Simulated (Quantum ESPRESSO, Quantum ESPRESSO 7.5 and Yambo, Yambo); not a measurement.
## ZnSe (Stilleite): G0W0 on several meshes in Yambo

Aim: the GW shift of ZnSe (Stilleite) against the k mesh.

Main program and level: Quantum ESPRESSO 7.5 and Yambo 5.3.0; PBE and many-body steps on it, plane waves.

This is a report of a sequence of runs, with most program output left out.

## (1) The starting structure

It takes space group F-43m (No. 216, cubic). The conventional cell has a = 5.668 Å, b = 5.668 Å, c = 5.668 Å, α = 90.00°, β = 90.00°, γ = 90.00°. Zn has 4 Se at 2.45 Å nearest. Nearest to Se lie 4 Zn at 2.45 Å. Farther neighbours and most contacts between anions are not listed.

Structure file:

```cif
data_structure
_symmetry_space_group_name_H-M 'P 1'
_symmetry_Int_Tables_number 1
_cell_length_a 4.0076
_cell_length_b 4.0076
_cell_length_c 4.0076
_cell_angle_alpha 60.000
_cell_angle_beta 60.000
_cell_angle_gamma 60.000
_cell_volume 45.51
loop_
_atom_site_label
_atom_site_type_symbol
_atom_site_fract_x
_atom_site_fract_y
_atom_site_fract_z
_atom_site_occupancy
Zn1 Zn 0.00000 0.00000 0.00000 1
Se2 Se 0.25000 0.25000 0.25000 1
```

The cell and positions come from the Crystallography Open Database and are kept as given unless a step says otherwise.

## (2) Empty states on the mesh, 4×4×4 mesh, 559 bands

This step: Quantum ESPRESSO 7.5; DFT, PBE, plane waves, norm-conserving pseudopotentials.

The sums over transitions need many empty states on a uniform mesh; this step solves for them.

The input, pw.in:

```
&control
  calculation = 'nscf'
  prefix = 'x'
  outdir = 'o'
  pseudo_dir = 'pseudo'
/
&system
  ibrav = 0
  nat = 2
  ntyp = 2
  ecutwfc = 104.0
  nbnd = 559
  force_symmorphic = .true.
/
&electrons
  conv_thr = 1e-9
  electron_maxstep = 80
  diago_full_acc = .true.
  diago_thr_init = 5e-6
/
ATOMIC_SPECIES
  Zn 65.38 Zn.upf
  Se 78.971 Se.upf
CELL_PARAMETERS angstrom
  -0.0000000000 2.8338000000 2.8338000000
  2.8338000000 -0.0000000000 2.8338000000
  2.8338000000 2.8338000000 0.0000000000
ATOMIC_POSITIONS crystal
  Zn 0.0000000000 0.0000000000 0.0000000000
  Se 0.2500000000 0.2500000000 0.2500000000
K_POINTS automatic
  4 4 4 0 0 0
```

Launch:

```bash
$ OMP_NUM_THREADS=1 mpirun -n 8 pw.x -nk 4 -in pw.in > pw.out
```

Wall time 77 s (8 MPI ranks of Arm Neoverse V1, shared host); peak memory 1.8 GiB.

This step gave:

* gap: 1.291 eV
* k of the valence top: 0, 0, 0
* k of the conduction bottom: 0, 0, 0
* least direct gap: 1.291 eV
* k points computed: 8
* lowest point of the top converged band, above the valence top: 289.4454 eV

On this mesh the gap is 1.291 eV.

The density comes from a self-consistent run that is not shown.

## (3) Conversion and set-up

This step: Yambo 5.3.0; conversion and set-up on PBE, plane waves, norm-conserving pseudopotentials.

The states are converted to the many-body program's format and the q mesh is built.

Launch:

```bash
$ (cd o/x.save; p2y > p2y.log; mv SAVE ../..); yambo > setup.log
```

Run time: 3.4 s. Hardware: 1 MPI rank; peak memory 0.26 GiB.

## (4) 4×4×4

Now the one-shot GW correction: screening in the RPA, then the self-energy of the levels asked for.

This step: G0W0 on PBE, plane waves, norm-conserving pseudopotentials.

The input, gw2.in:

```
HF_and_locXC
gw0
dyson
ppa
em1d
rim_cut
RandQpts= 1000000
RandGvec= 1 RL
EXXRLvcs= 104 Ry
VXCRLvcs= 416 Ry
Chimod= "HARTREE"
% BndsRnXp
 1 | 241 |
%
NGsBlkXp= 17 Ry
% LongDrXp
 1 | 1 | 1 |
%
% GbndRnge
 1 | 241 |
%
DysSolver= "n"
ExtendOut
PPAPntXp= 27.21138 eV
% QPkrange
 1 | 1 | 21 | 24 |
%
```

Launch:

```bash
$ OMP_NUM_THREADS=1 mpirun -n 8 yambo -F gw2.in -J gw2 -C gw2 > gw2.log
```

Run time: 4.4 min. Hardware: 8 MPI ranks; peak memory 4.6 GiB.

Numbers from this step:

| Quantity | Value |
| --- | --- |
| G0W0 gap on the points computed | 2.039 eV |
| starting gap on the mesh | 1.291 eV |
| k of the valence top | 0, 0, 0 |
| k of the conduction bottom | 0, 0, 0 |
| least direct G0W0 gap on the computed points | 2.039 eV |
| Z at the valence top | 0.7958 |
| Z at the conduction bottom | 0.8127 |

The gap on the mesh goes from 1.29 eV to 2.04 eV, a correction of +0.75 eV.

## (5) Empty states on the mesh, 2×2×2 mesh, 241 bands

This step: Quantum ESPRESSO 7.5; DFT, PBE, plane waves, norm-conserving pseudopotentials.

Edit pw.in of step 2 so:

```diff
@@ -11,3 +11,3 @@
   ecutwfc = 104.0
-  nbnd = 559
+  nbnd = 241
   force_symmorphic = .true.
@@ -31,2 +31,2 @@
 K_POINTS automatic
-  4 4 4 0 0 0
+  2 2 2 0 0 0
```

Launch:

```bash
$ OMP_NUM_THREADS=1 mpirun -n 8 pw.x -nk 4 -in pw.in > pw.out
```

The job ended after 9.5 s (8 MPI ranks; peak memory 0.71 GiB; 75 s of CPU time).

Numbers from this step:

* gap: 1.291 eV
* k of the valence top: 0, 0, 0
* k of the conduction bottom: 0, 0, 0
* least direct gap: 1.291 eV
* k points computed: 3
* lowest point of the top converged band, above the valence top: 154.5513 eV

On this mesh the gap is 1.291 eV.

## (6) Conversion and set-up

This step: Yambo 5.3.0; conversion and set-up on PBE, plane waves, norm-conserving pseudopotentials.

Launch:

```bash
$ (cd o/x.save; p2y > p2y.log; mv SAVE ../..); yambo > setup.log
```

Wall time 2.8 s (1 MPI rank); peak memory 0.25 GiB.

## (7) 2×2×2

This step: G0W0 on PBE, plane waves, norm-conserving pseudopotentials.

The input, gw11.in:

```
HF_and_locXC
gw0
dyson
ppa
em1d
rim_cut
RandQpts= 1000000
RandGvec= 1 RL
EXXRLvcs= 104 Ry
VXCRLvcs= 416 Ry
Chimod= "HARTREE"
% BndsRnXp
 1 | 241 |
%
NGsBlkXp= 17 Ry
% LongDrXp
 1 | 1 | 1 |
%
% GbndRnge
 1 | 241 |
%
DysSolver= "n"
ExtendOut
PPAPntXp= 27.21138 eV
% QPkrange
 1 | 1 | 21 | 24 |
%
```

Launch:

```bash
$ OMP_NUM_THREADS=1 mpirun -n 8 yambo -F gw11.in -J gw11 -C gw11 > gw11.log
```

Run time: 18 s. Hardware: 8 MPI ranks; peak memory 2.9 GiB; 2.3 min of CPU time.

This step gave:

* G0W0 gap on the points computed: 1.935 eV
* starting gap on the mesh: 1.291 eV
* k of the valence top: 0, 0, 0
* k of the conduction bottom: 0, 0, 0
* least direct G0W0 gap on the computed points: 1.935 eV
* Z at the valence top: 0.7999
* Z at the conduction bottom: 0.8134

Against G0W0 in Yambo (4×4×4 mesh, 241 bands, screening to 231.3 eV, Godby-Needs plasmon pole), the gap moves by −0.104 eV.

## (8) The runs together

Times are wall times on 8 MPI ranks of Arm Neoverse V1, shared host, good to a factor of about two.

| run | mesh | bands | screening cutoff (eV) | DFT gap (eV) | gap on the mesh (eV) | direct (eV) | time |
| --- | --- | --- | --- | --- | --- | --- | --- |
| 4×4×4 | 4×4×4 | 241 | 231.3 | 1.291 | 2.039 | 2.039 | 4.4 min |
| 2×2×2 | 2×2×2 | 241 | 231.3 | 1.291 | 1.935 | 1.935 | 18 s |

## (9) Outcome

| Property | Result |
| --- | --- |
| 4×4×4 | 2.039 eV |
| 2×2×2 | 1.935 eV |
| known limits | not at the basis limit; no spin-orbit coupling; coarse k mesh |

What this shows: 2×2×2: −0.104 eV against 4×4×4. Bands and cutoff are finite, so the gap is not at the basis limit. The miss can reach some tenths of an eV and take either sign; the mesh is an error of its own. In the G0W0 runs levels were corrected at 1 k point alone, so a gap called «on the mesh» is the least over those, and an edge elsewhere would be missed. The 4×4×4 mesh is coarse for this cell, which bears on the long-range parts of exchange and screening. Mesh or cutoff lie under what a gap needs, so these runs test behaviour and cost; their gaps are not to be quoted. The many-body steps are scalar-relativistic: spin-orbit coupling is not in them.

[Paths, hosts, dates, memory and timing lines, banners, echoed tables and standing remarks are left out of the program output.]

[Logs are printed without paths, hosts, clocks, repeated set-up lines and the standing remarks that a program may print on its own settings, such as how far it seeks lower states.]

[Runs of the session that timed out or met a known fault of the program may be left out.]

[Hosts, paths, dates, database ids (printed as entryN), source tags and the programs' standing remarks are cut or masked in the printed files.]
